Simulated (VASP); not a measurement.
A run of VASP 6.6.1 is set up as follows.

Contents of INCAR:

```
SYSTEM = Zr
ALGO = Normal
EDIFF = 1E-6
ENCUT = 700
GGA = PS
ISIF = 2
ISMEAR = 0
LASPH = .True.
LCHARG = .False.
LREAL = .False.
LWAVE = .False.
NBANDS = 19
NELM = 100
PREC = Accurate
SIGMA = 0.1
```

The input KPOINTS:

```
k-points
0
Gamma
  15 15 8
  0 0 0
```

Contents of POSCAR:

```
Zr
1.0
    3.1843400000      0.0000000000      0.0000000000
   -1.5921700000      2.7577200000      0.0000000000
    0.0000000000      0.0000000000      5.1189500000
Zr
2
Direct
    0.3333300000      0.6666700000      0.2500000000
    0.6666700000      0.3333300000      0.7500000000
```

Potentials or basis: VASP PAW PBE potentials, release 64 (Zr_sv).

The run is started by

```sh
$ cat potpaw_PBE.64/Zr_sv/POTCAR > POTCAR
$ mpirun -np 1 vasp_std > vasp.out
```

Question: Estimate the band gap on the k mesh.

Answer: None (metal or under the smearing width).

Question: Predict the pressure.

Answer: 0.0 GPa.

Caveat: the PAW data sets were made with another functional, which shifts forces and pressure a little.
